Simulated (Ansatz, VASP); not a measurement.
# PbSe in VASP and in Ansatz

```
Pb Se
1.0
     0.00000    3.06215    3.12339
     3.06215    0.00000    3.12339
     3.06215    3.06215    0.00000
Pb Se
1 1
Direct
  0.00000 0.00000 0.00000
  0.50000 0.50000 0.50000
```

Change from the starting cell: zz strain of +2 %, crystal datasets.

Alike in both runs: task electric field gradients; functional PBEsol; k mesh 9 × 9 × 9; occupations fermi-dirac, width 0.01 eV; no spin polarisation.

|  | VASP | Ansatz |
| --- | --- | --- |
| version | VASP 6.6.1 | Ansatz 0.2.0 |
| potentials or method | VASP PAW PBE potentials, release 64 (Pb_d, Se), cutoff 520 eV | all-electron PAW with datasets made for the crystal, scalar-relativistic |

Ansatz gave:

| Quantity | Value |
| --- | --- |
| gap on the k mesh at the Fermi level (eV) | 0.66 |
| pressure (GPa) | -1.5 |
| largest component of the traceless stress (GPa) | 1.38 |
| Vzz of the field gradient on the site that differs most (V/Å²) | 64.0 |

Question: Estimate VASP's values.

Answer: gap on the k mesh at the Fermi level (eV): 0.66; pressure (GPa): -1.5; largest component of the traceless stress (GPa): 1.39; Vzz of the field gradient on the site that differs most (V/Å²): 59.1.

Ansatz ran all-electron here, so the differences hold the error of VASP's frozen core and of both bases. Ansatz warned: «gradients_without_spin_orbit».

Caveats: the PAW data sets were made with another functional, which shifts forces and pressure a little (VASP); spin-orbit coupling is left out, which as a rule narrows the gap of such compounds by several tenths of an eV; an odd mesh through Γ misses points on the zone boundary, where band edges often lie.
